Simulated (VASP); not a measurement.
# BeSe (F-43m) in VASP: notebook, part 2 of 2

VASP 6.6.1. The steps go on from the part before.

### 4 Relaxation of the atoms, PBE (a relaxed cell with its volume scaled by 0.94)

The input, INCAR:

```
ALGO = Normal ; EDIFF = 1E-7
EDIFFG = -0.01 ; ENCUT = 600
GGA = PE ; IBRION = 2
ISIF = 2 ; ISMEAR = 0
LASPH = T ; LCHARG = F
LREAL = F ; LWAVE = F
NELM = 80 ; NSW = 40
PREC = Accurate ; SIGMA = 0.03
```

The input, KPOINTS:

```
k-points
0
Gamma
  10 10 10
```

The input, POSCAR:

```
BeSe                                    
1.0
    0.0000000000      2.5378726159      2.5378726159
    2.5378726159      0.0000000000      2.5378726159
    2.5378726159      2.5378726159      0.0000000000
  Be              Se            
     1     1
Direct
     0.0000000000000000    0.0000000000000000    0.0000000000000000
     0.2500000000000000    0.2500000000000000    0.2500000000000000
```

Potentials or basis: VASP PAW PBE potentials, release 64 (Be, Se).

On the command line:

```
cat potpaw_PBE.64/Be/POTCAR potpaw_PBE.64/Se/POTCAR > POTCAR
mpirun -np 1 vasp_std > vasp.out
```

OUTCAR:

```text
EDIFF = 1E-7
   EDIFFG = -0.01
   ENCUT = 600
   GGA = PE
   IBRION = 2
   ISIF = 2
   ISMEAR = 0
   LASPH = T
   LREAL = F
   NELM = 80
   NSW = 40
   PREC = Accurate

 ion  position               nearest neighbor table
   1  0.000  0.000  0.000-   2 2.20   2 2.20   2 2.20   2 2.20
   2  0.250  0.250  0.250-   1 2.20   1 2.20   1 2.20   1 2.20

  LATTYP: Found a face centered cubic cell.
 ALAT       =     5.0757452318

  Lattice vectors:

 A1 = (   0.0000000000,   2.5378726159,   2.5378726159)
 A2 = (   2.5378726159,   0.0000000000,   2.5378726159)
 A3 = (   2.5378726159,   2.5378726159,   0.0000000000)

Analysis of symmetry for initial positions (statically):
=====================================================================
 Subroutine PRICEL returns:
 Original cell was already a primitive cell.

 Routine SETGRP: Setting up the symmetry group for a
 face centered cubic supercell.

 Subroutine GETGRP returns: Found 24 space group operations
 (whereof 24 operations were pure point group operations)
 out of a pool of 48 trial point group operations.

The static configuration has the point symmetry T_d .

Analysis of symmetry for dynamics (positions and initial velocities):
=====================================================================
 Subroutine PRICEL returns:
 Original cell was already a primitive cell.

 Routine SETGRP: Setting up the symmetry group for a
 face centered cubic supercell.

 Subroutine GETGRP returns: Found 24 space group operations
 (whereof 24 operations were pure point group operations)
 out of a pool of 48 trial point group operations.

The dynamic configuration has the point symmetry T_d .

 Subroutine INISYM returns: Found 24 space group operations
 (whereof 24 operations are pure point group operations),
 and found     1 'primitive' translations

----------------------------------------------------------------------------------------

                                     Primitive cell

  volume of cell :      32.6918

  direct lattice vectors                    reciprocal lattice vectors
     0.000000000  2.537872616  2.537872616    -0.197015405  0.197015405  0.197015405
     2.537872616  0.000000000  2.537872616     0.197015405 -0.197015405  0.197015405
     2.537872616  2.537872616  0.000000000     0.197015405  0.197015405 -0.197015405

  length of vectors
     3.589093873  3.589093873  3.589093873     0.341240690  0.341240690  0.341240690

  position of ions in fractional coordinates (direct lattice)
     0.000000000  0.000000000  0.000000000
     0.250000000  0.250000000  0.250000000

  ion indices of the primitive-cell ions
   primitive index   ion index
                 1           1
                 2           2

----------------------------------------------------------------------------------------

 KPOINTS: k-points

Automatic generation of k-mesh.
 Grid dimensions read from file:
 generate k-points for:   10   10   10

 Generating k-lattice:

  Cartesian coordinates                     Fractional coordinates (reciprocal lattice)
    -0.019701540  0.019701540  0.019701540     0.100000000  0.000000000  0.000000000
     0.019701540 -0.019701540  0.019701540     0.000000000  0.100000000  0.000000000
     0.019701540  0.019701540 -0.019701540     0.000000000  0.000000000  0.100000000

  Length of vectors
     0.034124069  0.034124069  0.034124069

  Shift w.r.t. Gamma in fractional coordinates (k-lattice)
     0.000000000  0.000000000  0.000000000

 Subroutine IBZKPT returns following result:
 ===========================================

 Found     47 irreducible k-points:

 Following reciprocal coordinates:
            Coordinates               Weight
  0.000000  0.000000  0.000000      1.000000
  0.100000  0.000000  0.000000      8.000000
  0.200000  0.000000  0.000000      8.000000
  0.300000  0.000000  0.000000      8.000000
  0.400000  0.000000  0.000000      8.000000
  0.500000  0.000000  0.000000      4.000000
[... 16 lines left out ...]
  0.300000  0.300000  0.000000      6.000000
  0.400000  0.300000  0.000000     24.000000
 [... further k-points ...]
   k-points           NKPTS =     47   k-points in BZ     NKDIM =     47   number of bands    NBANDS=      8
   number of dos      NEDOS =    301   number of ions     NIONS =      2
   total plane-waves  NPLWV =  27000
   dimension x,y,z NGX =    30 NGY =   30 NGZ =   30
   dimension x,y,z NGXF=    60 NGYF=   60 NGZF=   60
   ions per type =               1   1
   NGX,Y,Z   is equivalent  to a cutoff of  13.90, 13.90, 13.90 a.u.
   NGXF,Y,Z  is equivalent  to a cutoff of  27.79, 27.79, 27.79 a.u.
 SYSTEM =  unknown system
   PREC   = accura    normal or accurate (medium, high low for compatibility)
   ISTART =      0    job   : 0-new  1-cont  2-samecut
   ICHARG =      2    charge: 1-file 2-atom 10-const
   ISPIN  =      1    spin polarized calculation?
   LNONCOLLINEAR =      F non collinear calculations
   LSORBIT =      F    spin-orbit coupling
   LASPH  =      T    aspherical Exc in radial PAW
   ENCUT  =  600.0 eV  44.10 Ry    6.64 a.u.   7.17  7.17  7.17*2*pi/ulx,y,z
   NELM   =     80;   NELMIN=  2; NELMDL= -5     # of ELM steps
   EDIFF  = 0.1E-06   stopping-criterion for ELM
   LREAL  =      F    real-space projection
   EDIFFG = -.1E-01   stopping-criterion for IOM
   NSW    =     40    number of steps for IOM
   IBRION =      2    ionic relax: 0-MD 1-quasi-New 2-CG
   NFREE  =      1    steps in history (QN), initial steepest desc. (CG)
   ISIF   =      2    stress and relaxation
   ISYM   =      2    0-nonsym 1-usesym 2-fastsym
   POTIM  = 0.5000    time-step for ionic-motion
   TEBEG  =    0.0;   TEEND  =   0.0 temperature during run
   PSTRESS=    0.0 pullay stress
   NELECT =       8.0000    total number of electrons
   NUPDOWN=      -1.0000    fix difference up-down
   EMIN   =  10.00;   EMAX   =-10.00  energy-range for DOS
   EFERMI =   0.00;   METHOD = LEGACY
   ISMEAR =     0;   SIGMA  =   0.03  broadening in eV -4-tet -1-fermi 0-gaus
   EFERMI_NEDOS =   21; number of points for ismear=-14 and -15
   IALGO  =     38    algorithm
   IMIX   =      4    mixing-type and parameters
     AMIX     =   0.40;   BMIX     =  1.00
     AMIX_MAG =   1.60;   BMIX_MAG =  1.00
  volume/ion in A,a.u.               =      16.35       110.31
  Fermi-wavevector in a.u.,A,eV,Ry     =   1.023980  1.935043 14.266199  1.048536
  Thomas-Fermi vector in A             =   2.157743
   LORBIT       =      0    0 simple, 1 ext, 2 COOP (PROOUT), +10 PAW based schemes
   GGA     = PE    functional components
   LHFCALC =     F    Hartree Fock is set to
   AEXX    =    0.0000 exact exchange contribution
   IVDW    =     0    specifies the selected vdW correction
   LEPSILON=     F    determine dielectric tensor
   LRPA    =     F    only Hartree local field effects (RPA)
 conjugate gradient relaxation of ions
 non-spin polarized calculation
 Gauss-broadening in eV      SIGMA  =   0.03
  energy-cutoff  :      600.00
  volume of cell :       32.69
 maximum number of plane-waves:      1106
 NGX is ok and might be reduce to    30
   NGX = 15   NGY = 15   NGZ = 15

 number of electron       7.9999999 magnetization

 Free energy of the ion-electron system (eV)
  ---------------------------------------------------
  ext. energy  EPLUGINS =         0.00000000
  ---------------------------------------------------
  free energy    TOTEN  =        -8.82686483 eV

  energy without entropy =       -8.82686483  energy(sigma->0) =       -8.82686483

 E-fermi :   3.8881     XC(G=0):  -9.5948

 val. band max:        3.7482754467   @ k =   0.0000   0.0000   0.0000
 cond. band min:       6.2788600691   @ k =   0.5000   0.5000   0.0000
 fundamental gap:      2.5305846224
 Fermi energy:         3.8881415669

 k-point     1 :       0.0000    0.0000    0.0000
  band No.  band energies     occupation
      1     -10.3188      2.00000
      2       3.7483      2.00000
      3       3.7483      2.00000
      4       3.7483      2.00000
      5       8.4165      0.00000
      6       8.7481      0.00000
      7       8.7481      0.00000
      8       8.7481      0.00000
[... 243 lines left out ...]
 k-point    24 :       0.4000    0.3000    0.0000
  band No.  band energies     occupation
      1      -8.8681      2.00000
      2      -0.7025      2.00000
      3       1.1301      2.00000
      4       1.4082      2.00000
      5       7.1556      0.00000
      6       8.8935      0.00000
      7      13.2173      0.00000
      8      13.4277      0.00000

 [... further k-points ...]

------------------------ aborting loop because EDIFF is reached ----------------------------------------

  FORCE on cell =-STRESS in cart. coord.  units (eV):
  Direction    XX          YY          ZZ          XY          YZ          ZX
  --------------------------------------------------------------------------------------
  -------------------------------------------------------------------------------------
  Total        1.0741662      1.0741662      1.0741662      0.0000000     -0.0000000     -0.0000000
  in kB       52.6432384     52.6432384     52.6432384      0.0000000     -0.0000000     -0.0000000
  external PRESSURE =      52.6432384 kB  Pullay stress =       0.0000000 kB

 VOLUME and BASIS-vectors are now :
 -----------------------------------------------------------------------------
  energy-cutoff  :      600.00
  volume of cell :       32.69
      direct lattice vectors                 reciprocal lattice vectors
     0.000000000  2.537872616  2.537872616    -0.197015405  0.197015405  0.197015405
     2.537872616  0.000000000  2.537872616     0.197015405 -0.197015405  0.197015405
     2.537872616  2.537872616  0.000000000     0.197015405  0.197015405 -0.197015405

 POSITION                                       TOTAL-FORCE (eV/Angst)
 -----------------------------------------------------------------------------------
      0.00000      0.00000      0.00000        -0.000000     -0.000000     -0.000000
      1.26894      1.26894      1.26894         0.000000      0.000000      0.000000
 -----------------------------------------------------------------------------------
    total drift:                                0.000000      0.000000      0.000000

  FREE ENERGIE OF THE ION-ELECTRON SYSTEM (eV)
  ---------------------------------------------------
  free  energy   TOTEN  =        -8.8268648296 eV

  energy  without entropy=       -8.8268648296  energy(sigma->0) =       -8.82686483

 reached required accuracy - stopping structural energy minimisation
```

Run time: 9.2 s. Hardware: 1 thread of Intel Xeon 6975P-C (Granite Rapids), shared host; peak memory 0.17 GiB.

Results:

```
Free energy             : -8.8269 eV
Pressure after relaxing : 5.3 GPa
Band gap on the k mesh  : 2.53 eV, indirect (least direct gap 4.67 eV)
```

Final structure:
```
CELL_PARAMETERS angstrom
0.00000 2.53787 2.53787
2.53787 0.00000 2.53787
2.53787 2.53787 0.00000
ATOMIC_POSITIONS crystal
Be 0.00000 0.00000 0.00000
Se 0.25000 0.25000 0.25000
```

Levels at points of the mesh, in eV from the valence-band top:
```tsv
k point	band 2	band 3	band 4	band 5	band 6	band 7
(0.00, 0.00, 0.00)	0.00	0.00	0.00	4.67	5.00	5.00
(0.50, 0.00, 0.00)	-5.97	-1.14	-1.14	4.47	5.97	5.97
(0.50, 0.50, 0.00)	-5.29	-2.80	-2.80	2.53	4.18	12.04
```

Caveat: the relaxation stopped at its first step, so nothing moved. A k mesh can miss the band edges.
